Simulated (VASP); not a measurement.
# BaTiO3 (Pm-3m) in VASP: a series of runs

One crystal, BaTiO3, is run at these levels: PBE; tasks: single point.

All numbers are computed with VASP 6.6.1; they aren't measurements. Logs are shortened: lines on timing, memory, paths and dates and some standing lists are left out, and cuts for length are marked.

## (1) The crystal as given

It takes space group Pm-3m (No. 221, cubic). The conventional cell has a = 4.006 Å, b = 4.006 Å, c = 4.006 Å, α = 90.00°, β = 90.00°, γ = 90.00°. Around Ba (site symmetry m-3m) lie 12 O at 2.83 Å. Around Ti (site symmetry m-3m) lie 6 O at 2.00 Å. O (site symmetry 4/mmm) is surrounded by 2 Ti at 2.00 Å.

## (2) Single point, PBE

INCAR reads:

```
PREC = Accurate
ENCUT = 460
EDIFF = 0.01
ISMEAR = 0
SIGMA = 0.05
LREAL = F
LASPH = T
NELM = 100
ALGO = Normal
ISIF = 2
LWAVE = F
LCHARG = F
GGA = PE
NBANDS = 28
ADDGRID = F
```

KPOINTS reads:

```
regular mesh
0
Gamma
  4 4 4
```

POSCAR reads:

```
BaTiO3
1.0
    4.0060000000      0.0000000000      0.0000000000
    0.0000000000      4.0060000000      0.0000000000
    0.0000000000      0.0000000000      4.0060000000
Ba Ti O
1 1 3
Direct
    0.5000000000      0.5000000000      0.5000000000
    0.0000000000      0.0000000000      0.0000000000
    0.0000000000      0.0000000000      0.5000000000
    0.0000000000      0.5000000000      0.0000000000
    0.5000000000      0.0000000000      0.0000000000
```

Potentials or basis: VASP PAW PBE potentials, release 64 (Ba_sv, Ti_sv, O).

On the command line:

```bash
$ cat potpaw_PBE.64/Ba_sv/POTCAR potpaw_PBE.64/Ti_sv/POTCAR potpaw_PBE.64/O/POTCAR > POTCAR
$ mpirun -np 1 vasp_std > vasp.out
```

OUTCAR:

```text
PREC = Accurate
   ENCUT = 460
   EDIFF = 0.01
   ISMEAR = 0
   LREAL = F
   LASPH = T
   NELM = 100
   ISIF = 2
   GGA = PE

 Found     10 irreducible k-points:

 Following reciprocal coordinates:
            Coordinates               Weight
  0.000000  0.000000  0.000000      1.000000
  0.250000  0.000000  0.000000      6.000000
  0.500000  0.000000  0.000000      3.000000
  0.250000  0.250000  0.000000     12.000000
  0.500000  0.250000  0.000000     12.000000
  0.500000  0.500000  0.000000      3.000000
   k-points           NKPTS =     10   k-points in BZ     NKDIM =     10   number of bands    NBANDS=     28
   number of dos      NEDOS =    301   number of ions     NIONS =      5
   total plane-waves  NPLWV =  21952
   dimension x,y,z NGX =    28 NGY =   28 NGZ =   28
   dimension x,y,z NGXF=    56 NGYF=   56 NGZF=   56
   ions per type =               1   1   3
   NGX,Y,Z   is equivalent  to a cutoff of  11.62, 11.62, 11.62 a.u.
   NGXF,Y,Z  is equivalent  to a cutoff of  23.24, 23.24, 23.24 a.u.
 SYSTEM =  unknown system
   PREC   = accura    normal or accurate (medium, high low for compatibility)
   ISTART =      0    job   : 0-new  1-cont  2-samecut
   ICHARG =      2    charge: 1-file 2-atom 10-const
   ISPIN  =      1    spin polarized calculation?
   LNONCOLLINEAR =      F non collinear calculations
   LSORBIT =      F    spin-orbit coupling
   LASPH  =      T    aspherical Exc in radial PAW
   ENCUT  =  460.0 eV  33.81 Ry    5.81 a.u.   7.01  7.01  7.01*2*pi/ulx,y,z
   NELM   =    100;   NELMIN=  2; NELMDL= -5     # of ELM steps
   EDIFF  = 0.1E-01   stopping-criterion for ELM
   LREAL  =      F    real-space projection
   EDIFFG = 0.1E+00   stopping-criterion for IOM
   NSW    =      0    number of steps for IOM
   IBRION =     -1    ionic relax: 0-MD 1-quasi-New 2-CG
   NFREE  =      0    steps in history (QN), initial steepest desc. (CG)
   ISIF   =      2    stress and relaxation
   ISYM   =      2    0-nonsym 1-usesym 2-fastsym
   POTIM  = 0.5000    time-step for ionic-motion
   TEBEG  =    0.0;   TEEND  =   0.0 temperature during run
   PSTRESS=    0.0 pullay stress
   NELECT =      40.0000    total number of electrons
   NUPDOWN=      -1.0000    fix difference up-down
   EMIN   =  10.00;   EMAX   =-10.00  energy-range for DOS
   EFERMI =   0.00;   METHOD = LEGACY
   ISMEAR =     0;   SIGMA  =   0.05  broadening in eV -4-tet -1-fermi 0-gaus
   EFERMI_NEDOS =   21; number of points for ismear=-14 and -15
   IALGO  =     38    algorithm
   IMIX   =      4    mixing-type and parameters
     AMIX     =   0.40;   BMIX     =  1.00
     AMIX_MAG =   1.60;   BMIX_MAG =  1.00
  volume/ion in A,a.u.               =      12.86        86.77
  Fermi-wavevector in a.u.,A,eV,Ry     =   1.397603  2.641087 26.576187  1.953295
  Thomas-Fermi vector in A             =   2.520843
   LORBIT       =      0    0 simple, 1 ext, 2 COOP (PROOUT), +10 PAW based schemes
   GGA     = PE    functional components
   LHFCALC =     F    Hartree Fock is set to
   AEXX    =    0.0000 exact exchange contribution
   IVDW    =     0    specifies the selected vdW correction
   LEPSILON=     F    determine dielectric tensor
   LRPA    =     F    only Hartree local field effects (RPA)
 non-spin polarized calculation
 Gauss-broadening in eV      SIGMA  =   0.05
  energy-cutoff  :      460.00
  volume of cell :       64.29
 maximum number of plane-waves:      1472
   NGX = 15   NGY = 15   NGZ = 15

 number of electron      40.0000032 magnetization

 Free energy of the ion-electron system (eV)
  ---------------------------------------------------
  ext. energy  EPLUGINS =         0.00000000
  ---------------------------------------------------
  free energy    TOTEN  =       -39.96195237 eV

  energy without entropy =      -39.96195237  energy(sigma->0) =      -39.96195237

 E-fermi :   4.1283     XC(G=0): -11.2471

 val. band max:        3.8252594478   @ k =   0.5000   0.5000   0.5000
 cond. band min:       5.5412157618   @ k =   0.0000   0.0000   0.0000
 fundamental gap:      1.7159563140
 Fermi energy:         4.1282739618

 k-point     1 :       0.0000    0.0000    0.0000
  band No.  band energies     occupation
      1     -52.8497      2.00000
      2     -29.0607      2.00000
      3     -29.0607      2.00000
      4     -29.0607      2.00000
      5     -21.0132      2.00000
      6     -13.0609      2.00000
      7     -12.3815      2.00000
      8     -12.3815      2.00000
      9      -6.1865      2.00000
     10      -6.1865      2.00000
     11      -6.1865      2.00000
     12       1.5197      2.00000
     13       1.5197      2.00000
     14       1.5197      2.00000
     15       2.7377      2.00000
     16       2.7377      2.00000
     17       2.7377      2.00000
     18       3.6768      2.00000
     19       3.6768      2.00000
     20       3.6768      2.00000
     21       5.5412      0.00000
     22       5.5412      0.00000
     23       5.5412      0.00000
     24       7.6860      0.00000
     25       7.6860      0.00000
     26       8.8578      0.00000
     27       8.8578      0.00000
     28      11.1663      0.00000

 k-point     2 :       0.2500    0.0000    0.0000
  band No.  band energies     occupation
      1     -52.8493      2.00000
      2     -29.0865      2.00000
      3     -29.0597      2.00000
      4     -29.0597      2.00000
      5     -20.9552      2.00000
      6     -13.1309      2.00000
      7     -12.3637      2.00000
      8     -12.2911      2.00000
      9      -6.1052      2.00000
     10      -6.1052      2.00000
     11      -5.9782      2.00000
     12       0.6546      2.00000
     13       1.3357      2.00000
     14       1.3357      2.00000
     15       2.2400      2.00000
     16       2.2400      2.00000
     17       2.2853      2.00000
     18       2.5815      2.00000
     19       3.3491      2.00000
     20       3.3491      2.00000
     21       5.6179      0.00000
     22       6.5026      0.00000
     23       6.5026      0.00000
     24       7.6897      0.00000
     25       8.8999      0.00000
     26       9.8561      0.00000
     27       9.9755      0.00000
     28      12.1701      0.00000

 k-point     3 :       0.5000    0.0000    0.0000
  band No.  band energies     occupation
      1     -52.8488      2.00000
      2     -29.1120      2.00000
      3     -29.0587      2.00000
      4     -29.0587      2.00000
      5     -20.8956      2.00000
      6     -13.2836      2.00000
      7     -12.3450      2.00000
      8     -12.0905      2.00000
      9      -6.0195      2.00000
     10      -6.0195      2.00000
     11      -5.7742      2.00000
     12      -0.1699      2.00000
     13       1.0499      2.00000
     14       1.0499      2.00000
     15       1.8704      2.00000
     16       1.9093      2.00000
     17       1.9936      2.00000
     18       1.9936      2.00000
     19       3.1103      2.00000
     20       3.1103      2.00000
     21       5.6981      0.00000
     22       7.2767      0.00000
     23       7.2767      0.00000
     24       7.6930      0.00000
     25       9.7062      0.00000
     26      10.8923      0.00000
     27      11.3964      0.00000
     28      11.9999      0.00000

 k-point     4 :       0.2500    0.2500    0.0000
  band No.  band energies     occupation
      1     -52.8487      2.00000
      2     -29.0856      2.00000
      3     -29.0848      2.00000
      4     -29.0588      2.00000
      5     -20.9072      2.00000
      6     -13.0250      2.00000
      7     -12.3553      2.00000
      8     -12.2920      2.00000
      9      -6.2002      2.00000
     10      -6.0154      2.00000
     11      -5.9084      2.00000
     12       0.3390      2.00000
     13       0.7970      2.00000
     14       1.1357      2.00000
     15       1.2947      2.00000
     16       1.7718      2.00000
     17       2.3225      2.00000
     18       2.8155      2.00000
     19       2.8737      2.00000
     20       3.3331      2.00000
     21       6.4624      0.00000
     22       6.5943      0.00000
     23       6.8368      0.00000
     24       8.2533      0.00000
     25       9.6946      0.00000
     26      10.5270      0.00000
     27      11.0622      0.00000
     28      12.3768      0.00000

 k-point     5 :       0.5000    0.2500    0.0000
  band No.  band energies     occupation
      1     -52.8483      2.00000
      2     -29.1104      2.00000
      3     -29.0838      2.00000
      4     -29.0578      2.00000
      5     -20.8581      2.00000
      6     -13.0242      2.00000
      7     -12.3103      2.00000
      8     -12.2071      2.00000
      9      -6.1319      2.00000
     10      -6.0087      2.00000
     11      -5.9204      2.00000
     12      -0.2598      2.00000
     13       0.4161      2.00000
     14       0.6125      2.00000
     15       1.0859      2.00000
     16       1.5505      2.00000
     17       2.4393      2.00000
     18       2.5307      2.00000
     19       2.7049      2.00000
     20       3.3185      2.00000
     21       6.5592      0.00000
     22       7.2788      0.00000
     23       7.3959      0.00000
     24       8.3558      0.00000
     25      10.5124      0.00000
     26      11.4284      0.00000
     27      12.3897      0.00000
     28      12.5350      0.00000

 k-point     6 :       0.5000    0.5000    0.0000
  band No.  band energies     occupation
      1     -52.8478      2.00000
      2     -29.1087      2.00000
      3     -29.1087      2.00000
      4     -29.0569      2.00000
      5     -20.8199      2.00000
      6     -12.7022      2.00000
      7     -12.3260      2.00000
      8     -12.3260      2.00000
      9      -6.2186      2.00000
     10      -6.2186      2.00000
     11      -5.8148      2.00000
     12      -0.4753      2.00000
     13      -0.2209      2.00000
     14      -0.0304      2.00000
     15       1.1377      2.00000
     16       1.1377      2.00000
     17       2.1026      2.00000
     18       2.9503      2.00000
     19       2.9503      2.00000
     20       3.7348      2.00000
     21       7.2829      0.00000
     22       7.2829      0.00000
     23       7.6939      0.00000
     24       8.5383      0.00000
     25      11.4502      0.00000
     26      11.6241      0.00000
     27      12.0163      0.00000
     28      13.6680      0.00000

 [... further k-points ...]
[... 5 lines left out ...]
  --------------------------------------------------------------------------------------
  -------------------------------------------------------------------------------------
  Total        0.9665304      0.9665304      0.9665304      0.0000000      0.0000000      0.0000000
  in kB       24.0875857     24.0875857     24.0875857      0.0000000      0.0000000      0.0000000
  external PRESSURE =      24.0875857 kB  Pullay stress =       0.0000000 kB

 VOLUME and BASIS-vectors are now :
 -----------------------------------------------------------------------------
  energy-cutoff  :      460.00
  volume of cell :       64.29
      direct lattice vectors                 reciprocal lattice vectors
     4.006000000  0.000000000  0.000000000     0.249625562  0.000000000  0.000000000
     0.000000000  4.006000000  0.000000000     0.000000000  0.249625562  0.000000000
     0.000000000  0.000000000  4.006000000     0.000000000  0.000000000  0.249625562

 POSITION                                       TOTAL-FORCE (eV/Angst)
 -----------------------------------------------------------------------------------
      2.00300      2.00300      2.00300         0.000000      0.000000      0.000000
      0.00000      0.00000      0.00000         0.000000      0.000000      0.000000
      0.00000      0.00000      2.00300         0.000000      0.000000      0.000000
      0.00000      2.00300      0.00000         0.000000      0.000000      0.000000
      2.00300      0.00000      0.00000         0.000000      0.000000      0.000000
 -----------------------------------------------------------------------------------
    total drift:                               -0.000000      0.000000     -0.000000

  FREE ENERGIE OF THE ION-ELECTRON SYSTEM (eV)
  ---------------------------------------------------
  free  energy   TOTEN  =       -39.9619523729 eV

  energy  without entropy=      -39.9619523729  energy(sigma->0) =      -39.96195237
```

It took 6.4 s on 1 thread of Intel Xeon 6975P-C (Granite Rapids), shared host; peak memory 0.16 GiB.

These settings aren't checked as converged: the numbers below hold their error.

What came out:

```yaml
Free_energy: -39.9620 eV
Pressure: 2.4 GPa
Band_gap_on_the_k_mesh: 1.72 eV, indirect (least direct gap 1.86 eV)
```

Caveat: the cutoff is under 1.25 times the usual one of these potentials, so pressure, stress and relaxed cells hold a basis-set (Pulay) error; spin-orbit coupling is left out, which moves the levels of the heavy elements.

## (3) Single point, PBE

INCAR: that of step 2 with these lines changed.

```diff
@@ -2,3 +2,3 @@
 ENCUT = 460
-EDIFF = 0.01
+EDIFF = 1E-4
 ISMEAR = 0
```

KPOINTS is that of step 2.

POSCAR is that of step 2.

Potentials or basis: VASP PAW PBE potentials, release 64 (Ba_sv, Ti_sv, O).

On the command line:

```bash
$ cat potpaw_PBE.64/Ba_sv/POTCAR potpaw_PBE.64/Ti_sv/POTCAR potpaw_PBE.64/O/POTCAR > POTCAR
$ mpirun -np 1 vasp_std > vasp.out
```

Wall time 7.7 s (1 thread of Intel Xeon 6975P-C (Granite Rapids), shared host); peak memory 0.16 GiB.

These settings aren't checked as converged: the numbers below hold their error.

Results:

```
Free energy            : -39.9620 eV
Pressure               : 2.7 GPa
Band gap on the k mesh : 1.72 eV, indirect (least direct gap 1.87 eV)
```

Caveat: the cutoff is under 1.25 times the usual one of these potentials, so pressure, stress and relaxed cells hold a basis-set (Pulay) error; spin-orbit coupling is left out, which moves the levels of the heavy elements.

## (4) The reference run

An earlier run on the cell as given: functional PBEsol; potentials or basis VASP PAW PBE potentials, release 64 (Ba_sv, Ti_sv, O); cutoff 520 eV; k mesh 7 × 7 × 7; occupations fermi-dirac, width 0.05 eV; no spin polarisation.

* Pressure: -2.8 GPa
* Band gap on the k mesh: 1.76 eV, indirect (least direct gap 1.84 eV)
